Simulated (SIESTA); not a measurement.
Runs of SIESTA 5.4.2 on Fe. The structure is cubic, space group Im-3m (No. 229). Conventional cell: a = 2.886 Å, b = 2.886 Å, c = 2.886 Å, α = 90.00°, β = 90.00°, γ = 90.00°. Around Fe (site symmetry m-3m) lie 8 Fe at 2.50 Å. 

```csv
task,level,potentials or basis,spin,cell,k mesh,gap on the mesh (eV),pressure (GPa),moment (μB)
band structure,LDA,"PseudoDojo 0.4 standard (LDA files), DZP (energy shift 0.003 Ry; two zetas on semicore shells)","collinear, ferromagnetic start",as given,13 × 13 × 13,none,-25.7,(a)
single point,PBEsol,"PseudoDojo 0.4 standard (PBEsol files), DZP (energy shift 0.003 Ry; two zetas on semicore shells)","collinear, zero start",as given,13 × 13 × 13,none,-36.6,0.00
single point,PBEsol,"PseudoDojo 0.4 standard (PBEsol files), DZP (energy shift 0.003 Ry; two zetas on semicore shells)","collinear, ferromagnetic start",cell strained at random at fixed volume,13 × 13 × 13,none,-16.6,2.38
single point,PBEsol,"PseudoDojo 0.4 standard (PBEsol files), DZP (energy shift 0.003 Ry; two zetas on semicore shells)","collinear, ferromagnetic start",as given,13 × 13 × 13,none,-17.2,2.36
```

Alike in all rows: smearing fermi-dirac 0.05 eV; grid cutoff 800 Ry; energy shift 0.003 Ry.

Problem. Fill in the values left out.

Solution. (a) 2.27.

Caveats: short orbitals over semicore shells can move pressures by several GPa; the basis of atomic orbitals isn't converged, which shifts pressures, moduli and gaps; a pressure of tens of GPa on the cell as given is suspect, and the run, the potentials or the cell itself is likely at fault (some runs); so large a pressure means that the cell lies far from this level's equilibrium, or that cutoff or potentials fall short (some runs).

A gap of «none» marks a metal or a gap under the smearing width.

Runs at the PBE level aren't shown here.
